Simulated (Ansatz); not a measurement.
# Ta12H: the cost of one run

Computed with Ansatz 0.2.0 (DFT PBE, scalar-relativistic, plane waves, PAW, unless a step's input says otherwise).

3 further runs of the same task are left out: 3 set aside as unsound or not needed.

### Step 1. The system as given

The structure is trigonal, space group P3m1 (No. 156). The conventional cell has a = 5.972 Å, b = 5.972 Å, c = 20.308 Å, α = 90.00°, β = 90.00°, γ = 120.00°. Ta (site symmetry m) is surrounded by 9 Ta at 2.96 to 2.99 Å. Ta (site symmetry 3m) has 9 Ta at 2.96 to 2.99 Å as nearest neighbours. Ta (site symmetry 3m) is surrounded by 12 Ta at 2.96 to 2.99 Å. Ta (site symmetry m) has 12 Ta at 2.96 to 2.99 Å as nearest neighbours. Around Ta (site symmetry m) lie 1 H at 2.03 Å. Around H (site symmetry 3m) lie 3 Ta at 2.03 Å.

Structure file:

```xyz
13
Lattice="5.9724 0.0000 0.0000 -2.9862 5.1722 0.0000 0.0000 0.0000 20.3076" Properties=species:S:1:pos:R:3 pbc="T T T"
Ta    1.4931    0.8620    4.0000
Ta    0.0000    3.4481    4.0000
Ta    4.4793    0.8620    4.0000
Ta    2.9862    3.4481    4.0000
Ta    0.0000    1.7241    6.4035
Ta   -1.4931    4.3102    6.4035
Ta    2.9862    1.7241    6.4035
Ta    1.4931    4.3102    6.4035
Ta    0.0000    0.0000    8.8076
Ta   -1.4931    2.5861    8.8076
Ta    2.9862    0.0000    8.8076
Ta    1.4931    2.5861    8.8076
H     0.0000    1.7241    9.8814
```

This is the geometry at the first point of the grid.

### Step 3. The grid

Atoms count from 1 in the order of the input.

H is moved over the surface cell; relaxed at each place: the height of the adsorbate's atoms; substrate rigid; the origin of the map has the adsorbate above Ta9.

The axes are (1) position of H13 along the first surface vector, from above Ta9: 6 values from 0.000 to 0.833, periodic; (2) position of H13 along the second surface vector, from above Ta9: 6 values from 0.000 to 0.833, periodic.

Relaxed at each point: the height of the adsorbate's atoms; substrate rigid. Points are written as (first, second).

The two vectors of the plane (Å): (2.986, 0.000, 0.000); (-1.493, 2.586, 0.000).

(The set-up runs are not shown.)

### Step 4. The run at (0/6, 0/6) of the map's two axes

Contents of input.yaml:

```yaml
crystal:
  lattice:
    - [5.9723607039, 0.0, 0.0]
    - [-2.986180352, 5.1722160902, 0.0]
    - [0.0, 0.0, 20.3075820824]
  atoms:
    - { symbol: Ta, position: [0.3333333333, 0.1666666667, 0.1969707661] }
    - { symbol: Ta, position: [0.3333333333, 0.6666666667, 0.1969707661] }
    - { symbol: Ta, position: [0.8333333333, 0.1666666667, 0.1969707661] }
    - { symbol: Ta, position: [0.8333333333, 0.6666666667, 0.1969707661] }
    - { symbol: Ta, position: [0.1666666667, 0.3333333333, 0.3153261439] }
    - { symbol: Ta, position: [0.1666666667, 0.8333333333, 0.3153261439] }
    - { symbol: Ta, position: [0.6666666667, 0.3333333333, 0.3153261439] }
    - { symbol: Ta, position: [0.6666666667, 0.8333333333, 0.3153261439] }
    - { symbol: Ta, position: [0.0, 0.0, 0.4337090475] }
    - { symbol: Ta, position: [0.0, 0.5, 0.4337090475] }
    - { symbol: Ta, position: [0.5, 0.0, 0.4337090475] }
    - { symbol: Ta, position: [0.5, 0.5, 0.4337090475] }
    - { symbol: H, position: [0.0, 0.0, 0.5331792844] }
basis:
  ecutwfc: 420
kpoints:
  mp_grid: { grid: [6, 6, 1] }
hamiltonian:
  xc: pbe
  pseudopotentials: { kind: paw, azcp: { folder: soft_1 } }
scf:
  occupations: { method: gaussian, width: 0.1 }
output:
  forces: true
  eigenvalues: true
relax:
  adjacent_minimum: "off"
  f_tol: 0.025
  max_steps: 16
  constraints:
    - { sites: [0, 1, 2, 3, 4, 5, 6, 7, 8, 9, 10, 11] }
    - { sites: [12], fix: xy }
efield:
  axis: 3
  dipole_correction: true
  ramp_width: 0.04
```

Launch:

```console
$ ansatz run input.yaml --threads 4 --pin off --max-ram 12288MiB --backend cpu --events-out ev --progress --plain --runs-dir out
```

**Question.** How long does this run take on 4 threads of AMD EPYC, shared host, and how much memory does it need?

About 64 s, with a peak of 1.6 GiB.
